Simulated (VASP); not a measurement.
# Fe: relaxed cell and band gap, by functional

Fe, Im-3m (no. 229), 1 atom in the cell.

| Functional | Volume (Å³/atom) | Change from the starting volume (fraction) | Gap, path and mesh (eV) | Moment (μB/cell) | Time (s) |
|---|---|---|---|---|---|
| TPSS | 10.96 | -0.088 | 0.00 | 2.09 | 187 |
| revTPSS | 10.87 | -0.095 | 0.00 | 2.11 | 214 |
| MS0 | 10.96 | -0.088 | 0.00 | 2.09 | 320 |
| MS1 | 10.99 | -0.086 | 0.00 | 2.09 | 452 |
| rSCAN | 11.71 | -0.026 | 0.00 | 2.65 | 202 |

Limits: Only a ferromagnetic start was run; another order may lie lower and have another gap.

## Input of the first row

INCAR.step1:
```
PREC = Accurate ; ENCUT = 600
EDIFF = 1E-5 ; ISMEAR = 1
SIGMA = 0.1 ; LREAL = False
LASPH = True ; GGA_COMPAT = False
ALGO = Normal ; NELM = 150
ISIF = 2 ; LWAVE = True
LCHARG = False ; ISPIN = 2
MAGMOM = 3 ; LORBIT = 11
LMAXMIX = 4 ; GGA = PE
KPAR = 2
```

INCAR.step2, as INCAR.step1 but for:
```
- EDIFF = 1E-5
- ISIF = 2
- LWAVE = True
- GGA = PE
+ EDIFF = 1E-7
+ ISIF = 3
+ LWAVE = False
+ METAGGA = TPSS
+ LMIXTAU = True
+ IBRION = 2
+ EDIFFG = -0.005
+ NSW = 60
+ ISTART = 1
```

INCAR.step3, as INCAR.step2 but for:
```
- NSW = 60
- ISTART = 1
+ NSW = 40
```

INCAR.step4, as INCAR.step3 but for:
```
- ISIF = 3
- IBRION = 2
- EDIFFG = -0.005
- NSW = 40
+ ISIF = 2
+ NBANDS = 14
```

KPOINTS:
```
k-points
0
Gamma
  13 13 13
```

KPOINTS_OPT:
```
path GHNGPH,PN
8
line-mode
reciprocal
 0.0000000000  0.0000000000  0.0000000000  G
 0.5000000000 -0.5000000000  0.5000000000  H

 0.5000000000 -0.5000000000  0.5000000000  H
 0.0000000000  0.0000000000  0.5000000000  N

 0.0000000000  0.0000000000  0.5000000000  N
 0.0000000000  0.0000000000  0.0000000000  G

 0.0000000000  0.0000000000  0.0000000000  G
 0.2500000000  0.2500000000  0.2500000000  P

 0.2500000000  0.2500000000  0.2500000000  P
 0.5000000000 -0.5000000000  0.5000000000  H

 0.2500000000  0.2500000000  0.2500000000  P
 0.0000000000  0.0000000000  0.5000000000  N
```

POSCAR.step1:
```
Fe
1.0
   -1.4430000000      1.4430000000      1.4430000000
    1.4430000000     -1.4430000000      1.4430000000
    1.4430000000      1.4430000000     -1.4430000000
Fe
1
Direct
    0.0000000000      0.0000000000      0.0000000000
```

Commands (each step's output is kept before the next begins):
```
cat potpaw_PBE.64/Fe/POTCAR > POTCAR
cp INCAR.step1 INCAR
cp POSCAR.step1 POSCAR
mpirun -np 2 vasp_std > vasp.out
cp INCAR.step2 INCAR
mpirun -np 2 vasp_std > vasp.out
cp CONTCAR POSCAR
rm WAVECAR CHG
cp INCAR.step3 INCAR
mpirun -np 2 vasp_std > vasp.out
cp CONTCAR POSCAR
rm WAVECAR CHG
cp INCAR.step4 INCAR
mpirun -np 2 vasp_std > vasp.out
```

Changes of the last row against the first:
```
- METAGGA = TPSS
+ METAGGA = RSCAN
```

VASP 6.6.1 took 187 s on 2 cores (Intel Xeon Platinum 8488C (Sapphire Rapids)), a shared host.
